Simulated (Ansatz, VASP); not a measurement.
# Al14Cu in VASP and in Ansatz

```
Al Cu
1.0
     4.23302    2.44394    0.00000
    -4.23302    2.44394    0.00000
     0.00000    0.00000   21.21667
Al Cu
14 1
Direct
  0.00000 0.00000 0.28287
  0.33333 0.66667 0.28374
  0.66667 0.33333 0.28374
  0.33371 0.00000 0.39304
  0.66629 0.66629 0.39304
  0.00000 0.33371 0.39304
  0.67224 0.00000 0.50191
  0.00000 0.67224 0.50191
  0.32776 0.32776 0.50191
  0.33333 0.66667 0.60797
  0.66667 0.33333 0.60797
  0.32686 0.00000 0.71452
  0.67314 0.67314 0.71452
  0.00000 0.32686 0.71452
  0.00000 0.00000 0.60534
```

Alike in both runs: functional r2SCAN; k mesh 9 × 9 × 1; occupations methfessel-paxton of order 1, width 0.1 eV; no spin polarisation.

Ansatz relaxed the structure, and its values are those at the end. VASP's run is a single point on that final structure, the one shown.

|  | VASP | Ansatz |
| --- | --- | --- |
| version | VASP 6.6.1 | Ansatz 0.2.0 |
| potentials or method | VASP PAW PBE potentials, release 64 (Al, Cu) | scalar-relativistic, plane waves, PAW |
| plane-wave cutoff (eV) | 520 | 500 |
| valence electrons in the cell | 53 | 61 |

```csv
,VASP,Ansatz,Ansatz less VASP
gap on the k mesh at the Fermi level (eV),none,none,-
rms of the force components (eV/Å),0.005,0.002,-0.0032
```

A gap of «none» marks a metal or a gap that the smearing closes. The two sets of potentials don't hold the same shells in valence. Ansatz warned: «vacuum_density_over_bound».

Caveats: the PAW data sets were made with another functional, which shifts forces and pressure a little (VASP).
